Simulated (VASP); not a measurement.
# TePb (Fm-3m) in VASP: a series of runs, part 2 of 3

VASP 6.6.1. The steps go on from the part before.

### Step 3. Single point, PBEsol

Input file INCAR:

```
ALGO = Normal ; EDIFF = 1E-6
ENCUT = 520 ; GGA = PS
ISIF = 2 ; ISMEAR = 0
LASPH = True ; LCHARG = False
LREAL = False ; LWAVE = False
NBANDS = 17 ; NELM = 60
PREC = Accurate ; SIGMA = 0.025
```

Input file KPOINTS:

```
k-points
0
Gamma
  14 14 14
```

Input file POSCAR:

```
TePb
1.0
    0.0000000000      3.2224232912      3.2224232912
    3.2224232912      0.0000000000      3.2224232912
    3.2224232912      3.2224232912      0.0000000000
Te Pb
1 1
Direct
    0.5000000000      0.5000000000      0.5000000000
    0.0000000000      0.0000000000      0.0000000000
```

Potentials or basis: VASP PAW PBE potentials, release 64 (Te, Pb_d).

Launch:

```console
$ cat potpaw_PBE.64/Te/POTCAR potpaw_PBE.64/Pb_d/POTCAR > POTCAR
$ mpirun -np 1 vasp_std > vasp.out
```

OUTCAR:

```text
EDIFF = 1E-6
   ENCUT = 520
   GGA = PS
   ISIF = 2
   ISMEAR = 0
   LASPH = True
   LREAL = False
   NELM = 60
   PREC = Accurate

 ion  position               nearest neighbor table
   1  0.500  0.500  0.500-   2 3.22   2 3.22   2 3.22   2 3.22   2 3.22   2 3.22
   2  0.000  0.000  0.000-   1 3.22   1 3.22   1 3.22   1 3.22   1 3.22   1 3.22

  LATTYP: Found a face centered cubic cell.
 ALAT       =     6.4448465824

  Lattice vectors:

 A1 = (   0.0000000000,   3.2224232912,   3.2224232912)
 A2 = (   3.2224232912,   0.0000000000,   3.2224232912)
 A3 = (   3.2224232912,   3.2224232912,   0.0000000000)

Analysis of symmetry for initial positions (statically):
=====================================================================
 Subroutine PRICEL returns:
 Original cell was already a primitive cell.

 Routine SETGRP: Setting up the symmetry group for a
 face centered cubic supercell.

 Subroutine GETGRP returns: Found 48 space group operations
 (whereof 48 operations were pure point group operations)
 out of a pool of 48 trial point group operations.

The static configuration has the point symmetry O_h .

Analysis of symmetry for dynamics (positions and initial velocities):
=====================================================================
 Subroutine PRICEL returns:
 Original cell was already a primitive cell.

 Routine SETGRP: Setting up the symmetry group for a
 face centered cubic supercell.

 Subroutine GETGRP returns: Found 48 space group operations
 (whereof 48 operations were pure point group operations)
 out of a pool of 48 trial point group operations.

The dynamic configuration has the point symmetry O_h .

 Subroutine INISYM returns: Found 48 space group operations
 (whereof 48 operations are pure point group operations),
 and found     1 'primitive' translations

----------------------------------------------------------------------------------------

                                     Primitive cell

  volume of cell :      66.9234

  direct lattice vectors                    reciprocal lattice vectors
     0.000000000  3.222423291  3.222423291    -0.155162732  0.155162732  0.155162732
     3.222423291  0.000000000  3.222423291     0.155162732 -0.155162732  0.155162732
     3.222423291  3.222423291  0.000000000     0.155162732  0.155162732 -0.155162732

  length of vectors
     4.557194722  4.557194722  4.557194722     0.268749734  0.268749734  0.268749734

  position of ions in fractional coordinates (direct lattice)
     0.500000000  0.500000000  0.500000000
     0.000000000  0.000000000  0.000000000

  ion indices of the primitive-cell ions
   primitive index   ion index
                 1           1
                 2           2

----------------------------------------------------------------------------------------

 KPOINTS: k-points

Automatic generation of k-mesh.
 Grid dimensions read from file:
 generate k-points for:   14   14   14

 Generating k-lattice:

  Cartesian coordinates                     Fractional coordinates (reciprocal lattice)
    -0.011083052  0.011083052  0.011083052     0.071428571  0.000000000  0.000000000
     0.011083052 -0.011083052  0.011083052     0.000000000  0.071428571  0.000000000
     0.011083052  0.011083052 -0.011083052     0.000000000  0.000000000  0.071428571

  Length of vectors
     0.019196410  0.019196410  0.019196410

  Shift w.r.t. Gamma in fractional coordinates (k-lattice)
     0.000000000  0.000000000  0.000000000

 Subroutine IBZKPT returns following result:
 ===========================================

 Found    104 irreducible k-points:

 Following reciprocal coordinates:
            Coordinates               Weight
  0.000000  0.000000  0.000000      1.000000
  0.071429  0.000000  0.000000      8.000000
  0.142857  0.000000  0.000000      8.000000
  0.214286  0.000000  0.000000      8.000000
  0.285714  0.000000  0.000000      8.000000
  0.357143  0.000000  0.000000      8.000000
[... 16 lines left out ...]
  0.214286  0.142857  0.000000     24.000000
  0.285714  0.142857  0.000000     24.000000
 [... further k-points ...]
   k-points           NKPTS =    104   k-points in BZ     NKDIM =    104   number of bands    NBANDS=     17
   number of dos      NEDOS =    301   number of ions     NIONS =      2
   total plane-waves  NPLWV =  46656
   dimension x,y,z NGX =    36 NGY =   36 NGZ =   36
   dimension x,y,z NGXF=    72 NGYF=   72 NGZF=   72
   ions per type =               1   1
   NGX,Y,Z   is equivalent  to a cutoff of  13.13, 13.13, 13.13 a.u.
   NGXF,Y,Z  is equivalent  to a cutoff of  26.27, 26.27, 26.27 a.u.
 SYSTEM =  unknown system
   PREC   = accura    normal or accurate (medium, high low for compatibility)
   ISTART =      0    job   : 0-new  1-cont  2-samecut
   ICHARG =      2    charge: 1-file 2-atom 10-const
   ISPIN  =      1    spin polarized calculation?
   LNONCOLLINEAR =      F non collinear calculations
   LSORBIT =      F    spin-orbit coupling
   LASPH  =      T    aspherical Exc in radial PAW
   ENCUT  =  520.0 eV  38.22 Ry    6.18 a.u.   8.47  8.47  8.47*2*pi/ulx,y,z
   NELM   =     60;   NELMIN=  2; NELMDL= -5     # of ELM steps
   EDIFF  = 0.1E-05   stopping-criterion for ELM
   LREAL  =      F    real-space projection
   EDIFFG = 0.1E-04   stopping-criterion for IOM
   NSW    =      0    number of steps for IOM
   IBRION =     -1    ionic relax: 0-MD 1-quasi-New 2-CG
   NFREE  =      0    steps in history (QN), initial steepest desc. (CG)
   ISIF   =      2    stress and relaxation
   ISYM   =      2    0-nonsym 1-usesym 2-fastsym
   POTIM  = 0.5000    time-step for ionic-motion
   TEBEG  =    0.0;   TEEND  =   0.0 temperature during run
   PSTRESS=    0.0 pullay stress
   NELECT =      20.0000    total number of electrons
   NUPDOWN=      -1.0000    fix difference up-down
   EMIN   =  10.00;   EMAX   =-10.00  energy-range for DOS
   EFERMI =   0.00;   METHOD = LEGACY
   ISMEAR =     0;   SIGMA  =   0.03  broadening in eV -4-tet -1-fermi 0-gaus
   EFERMI_NEDOS =   21; number of points for ismear=-14 and -15
   IALGO  =     38    algorithm
   IMIX   =      4    mixing-type and parameters
     AMIX     =   0.40;   BMIX     =  1.00
     AMIX_MAG =   1.60;   BMIX_MAG =  1.00
  volume/ion in A,a.u.               =      33.46       225.81
  Fermi-wavevector in a.u.,A,eV,Ry     =   1.094525  2.068352 16.299567  1.197984
  Thomas-Fermi vector in A             =   2.230831
   LORBIT       =      0    0 simple, 1 ext, 2 COOP (PROOUT), +10 PAW based schemes
   GGA     = PS    functional components
   LHFCALC =     F    Hartree Fock is set to
   AEXX    =    0.0000 exact exchange contribution
   IVDW    =     0    specifies the selected vdW correction
   LEPSILON=     F    determine dielectric tensor
   LRPA    =     F    only Hartree local field effects (RPA)
 non-spin polarized calculation
 Gauss-broadening in eV      SIGMA  =   0.03
  energy-cutoff  :      520.00
  volume of cell :       66.92
 maximum number of plane-waves:      1823
 NGX is ok and might be reduce to    36
   NGX = 17   NGY = 17   NGZ = 17

 number of electron      20.0000002 magnetization

 Free energy of the ion-electron system (eV)
  ---------------------------------------------------
  ext. energy  EPLUGINS =         0.00000000
  ---------------------------------------------------
  free energy    TOTEN  =        -8.25920074 eV

  energy without entropy =       -8.25920074  energy(sigma->0) =       -8.25920074

 E-fermi :   5.7205     XC(G=0):  -9.5059

 val. band max:        5.5640880154   @ k =   0.5000   0.0000   0.0000
 cond. band min:       6.2158971768   @ k =   0.5000   0.0000   0.0000
 fundamental gap:      0.6518091614
 Fermi energy:         5.7205369482

 k-point     1 :       0.0000    0.0000    0.0000
  band No.  band energies     occupation
      1     -11.0773      2.00000
      2     -11.0773      2.00000
      3     -11.0659      2.00000
      4     -11.0659      2.00000
      5     -11.0659      2.00000
      6      -6.5371      2.00000
[... 9 lines left out ...]
     16      11.3031      0.00000
     17      12.7698      0.00000
[... 441 lines left out ...]
 k-point    24 :       0.2857    0.1429    0.0000
  band No.  band energies     occupation
      1     -11.0957      2.00000
      2     -11.0774      2.00000
      3     -11.0676      2.00000
      4     -11.0559      2.00000
      5     -11.0538      2.00000
      6      -5.9098      2.00000
[... 9 lines left out ...]
     16      13.3966      0.00000
     17      14.8540      0.00000

 [... further k-points ...]

------------------------ aborting loop because EDIFF is reached ----------------------------------------

  FORCE on cell =-STRESS in cart. coord.  units (eV):
  Direction    XX          YY          ZZ          XY          YZ          ZX
  --------------------------------------------------------------------------------------
  -------------------------------------------------------------------------------------
  Total       -0.0331110     -0.0331110     -0.0331110      0.0000000      0.0000000     -0.0000000
  in kB       -0.7926934     -0.7926934     -0.7926934      0.0000000      0.0000000     -0.0000000
  external PRESSURE =      -0.7926934 kB  Pullay stress =       0.0000000 kB

 VOLUME and BASIS-vectors are now :
 -----------------------------------------------------------------------------
  energy-cutoff  :      520.00
  volume of cell :       66.92
      direct lattice vectors                 reciprocal lattice vectors
     0.000000000  3.222423291  3.222423291    -0.155162732  0.155162732  0.155162732
     3.222423291  0.000000000  3.222423291     0.155162732 -0.155162732  0.155162732
     3.222423291  3.222423291  0.000000000     0.155162732  0.155162732 -0.155162732

 POSITION                                       TOTAL-FORCE (eV/Angst)
 -----------------------------------------------------------------------------------
      3.22242      3.22242      3.22242        -0.000000      0.000000     -0.000000
      0.00000      0.00000      0.00000         0.000000     -0.000000      0.000000
 -----------------------------------------------------------------------------------
    total drift:                               -0.000000      0.000000      0.000000

  FREE ENERGIE OF THE ION-ELECTRON SYSTEM (eV)
  ---------------------------------------------------
  free  energy   TOTEN  =        -8.2592007427 eV

  energy  without entropy=       -8.2592007427  energy(sigma->0) =       -8.25920074
```

stdout:

```text
POSCAR found type information on POSCAR TePb
 POSCAR found :  2 types and       2 ions
 scaLAPACK will be used
 -----------------------------------------------------------------------------
|                                                                             |
|                                                                             |
|     You enforced a specific xc type in the INCAR file but a different       |
|     I HOPE YOU KNOW WHAT YOU ARE DOING!                                     |
|                                                                             |
 -----------------------------------------------------------------------------

 LDA part: xc-table for (Slater+PW92), standard interpolation
 POSCAR, INCAR and KPOINTS ok, starting setup
 FFT: planning ... GRIDC
 FFT: planning ... GRID_SOFT
 FFT: planning ... GRID
 WAVECAR not read
 entering main loop
```

Wall time 62 s (1 thread of AMD EPYC 9R45 (Zen 5), shared host); peak memory 0.25 GiB.

What came out:

| Item | Value |
| --- | --- |
| Free energy | -8.2592 eV |
| Pressure | -0.1 GPa |
| Band gap on the k mesh | 0.65 eV |

Caveat: the PAW data sets were made with another functional, which shifts forces and pressure a little; spin-orbit coupling is left out, which moves the levels of the heavy elements.

(Continued in part 3 of 3.)
